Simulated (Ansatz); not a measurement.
## Si$_{2}$Ni: enthalpy under pressure, worked through

Level of theory: Ansatz, DFT PBEsol, scalar-relativistic, plane waves, PAW. Run with 420 eV cutoff, 14×14×14 k-mesh, Gaussian smearing of 0.10 eV, no spin polarisation.

The relaxed crystal:

```
CELL_PARAMETERS angstrom
0.00000 2.69569 2.69569
2.69569 0.00000 2.69569
2.69569 2.69569 0.00000
ATOMIC_POSITIONS crystal
Si 0.25000 0.25000 0.25000
Si 0.75000 0.75000 0.75000
Ni 0.00000 0.00000 0.00000
```

Cell and atoms were relaxed at each target pressure within the start's symmetry (Fm-3m), at zero temperature; other phases can be more stable under pressure. H = E + PV with P the target; E is the free energy at the smearing used, whose derivative the pressure is, per atom and counted from zero pressure. Spin polarisation was left out, and a magnetic state may lie lower.

```csv
P (GPa),V (Å³/atom),E − E0 (meV),H − H0 (meV)
0,13.059,0.0,0.0
1,12.978,0.3,81.3
4,12.747,3.9,322.1
12,12.228,29.4,945.3
25,11.583,102.6,1910.0
50,10.707,303.3,3644.7
90,9.769,705.1,6192.7
```

Task: Thermodynamics gives dH/dP = V along a relaxed path. Integrate V over P by the trapezoid rule and compare with the computed enthalpies.

Result: With 1 eV/Å³ = 160.22 GPa, each step adds the mean volume times ΔP / 160.22:
```csv
P (GPa),∫V dP (meV),H − H0 (meV),difference (meV)
1,81.3,81.3,0.0
4,322.1,322.1,0.0
12,945.7,945.3,0.4
25,1911.7,1910.0,1.7
50,3650.7,3644.7,6.0
90,6206.7,6192.7,14.0
```

V(P) curves upward, so the trapezoid rule runs high; integrating a smooth curve through the same points puts that excess at about 14.2 meV at 90 GPa, against the 14.0 meV found.

Task: At 90 GPa, how much of the enthalpy change is stored energy and how much is the PV term?

Result: E rises by 705 meV/atom and PV is 90 × 9.769 / 160.22 = 5488 meV/atom, so PV makes 89 % of ΔH. So between rival structures at high pressure a small difference in volume can outweigh the difference in energy: 1 % of this volume is worth 54.9 meV/atom at this pressure.

Task: What bulk modulus do the lowest pressures give?

Result: From the pressures that the runs reached, -1.00 GPa (13.143 Å³) and 1.00 GPa (12.978 Å³), B = −ΔP/Δln V = 2.00 / 0.0126 = 159 GPa, a mean over that range.